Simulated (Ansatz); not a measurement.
**HfN under changes of volume**

One of the cells (14.793 Å³/atom); the others are scaled copies at fixed shape and fractional positions:

```
Hf N
1.0
     0.00000    2.45482    2.45482
     2.45482    0.00000    2.45482
     2.45482    2.45482    0.00000
Hf N
1 1
Direct
  0.00000 0.00000 0.00000
  0.25000 0.25000 0.25000
```

The cell comes from a database or a generator and needn't be the stable form of this composition.

```yaml
Program: Ansatz 0.2.0
Functional: PBE0
Potentials_or_basis: Ansatz PAW
Cutoff: "420 eV (not typed: the program's choice for these potentials)"
k_mesh: 6 × 6 × 6
Occupations: fermi-dirac, width 0.05 eV
Spin: no spin polarisation
```

```tsv
volume (Å³/atom)	energy over the lowest point (meV/atom)	pressure (GPa)
13.906	?	?
14.201	8.19	6.8
14.497	0.02	2.2
14.793	0.00	-2.0
15.089	7.32	-5.8
15.385	21.19	-9.2
15.681	41.12	-12.3
```

Question: What does the run at 13.906 Å³/atom give?

Answer: Energy over the lowest point 25.33 meV/atom; pressure 11.9 GPa.

Worked out: A Birch-Murnaghan fit of order 3 (a polynomial in V^(-2/3)) to the other rows has its minimum at 14.64 Å³/atom with B0 = V·E''(V) = 206 GPa and B' = 4.1. It gives 25.27 meV/atom at 13.906 Å³/atom, against the run's 25.33, and -dE/dV = 11.9 GPa, against 11.9.

Energies are extrapolated to zero smearing.

Caveats: all runs use coarse meshes; the PAW data sets come from PBE, with cores solved anew for the run's functional, which leaves a small shift of forces and pressure; the thresholds are loose for stress.
